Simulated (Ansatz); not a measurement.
The system is KBr.

```
CELL_PARAMETERS angstrom
3.98885 0.00000 0.00000
0.00000 3.98885 0.00000
0.00000 0.00000 3.98885
ATOMIC_POSITIONS crystal
Br 0.50000 0.50000 0.50000
K 0.00000 0.00000 0.00000
```

Measurements of this composition are mostly on another form, of space group No. 225.

The cell isn't the ideal one: volume scaled by 0.96.

```yaml
Program: Ansatz 0.2.0
Task: relaxation of cell and atoms
Functional: r2SCAN
Dispersion: D4
Potentials_or_basis: PseudoDojo stringent (PBEsol files)
Cutoff: 1034 eV
Density_cutoff: 4136 eV
k_mesh: 7 × 7 × 7
Occupations: fermi-dirac, width 0.1 eV
Spin: no spin polarisation
```

At the start: volume 31.73 Å³/atom.

Task: Where does the relaxation end?

Result: It ends after 4 steps and the volume is 30.65 Å³/atom (-3.4 %); space group Pm-3m (No. 221, to 0.05 Å).

Step by step:
| step | energy change (eV) | largest force (eV/Å) | volume (Å³) |
| --- | --- | --- | --- |
| 1 | 0.0000 | 0.0000 | 63.47 |
| 2 | -0.0031 | 0.0000 | 62.49 |
| 3 | -0.0046 | 0.0000 | 61.30 |
| 4 | -0.0044 | 0.0000 | 61.30 |

Final structure:
```cif
data_structure
_symmetry_space_group_name_H-M 'P 1'
_symmetry_Int_Tables_number 1
_cell_length_a 3.9430
_cell_length_b 3.9430
_cell_length_c 3.9430
_cell_angle_alpha 90.000
_cell_angle_beta 90.000
_cell_angle_gamma 90.000
_cell_volume 61.30
loop_
_atom_site_label
_atom_site_type_symbol
_atom_site_fract_x
_atom_site_fract_y
_atom_site_fract_z
_atom_site_occupancy
Br1 Br 0.50000 0.50000 0.50000 1
K1 K 0.00000 0.00000 0.00000 1
```

Caveat: the meta-GGA runs on potentials made for a GGA; the plane-wave basis is chosen anew once the cell has moved, so the energies of steps on either side of that aren't comparable; the potentials were made for another functional, which shifts forces and pressure.
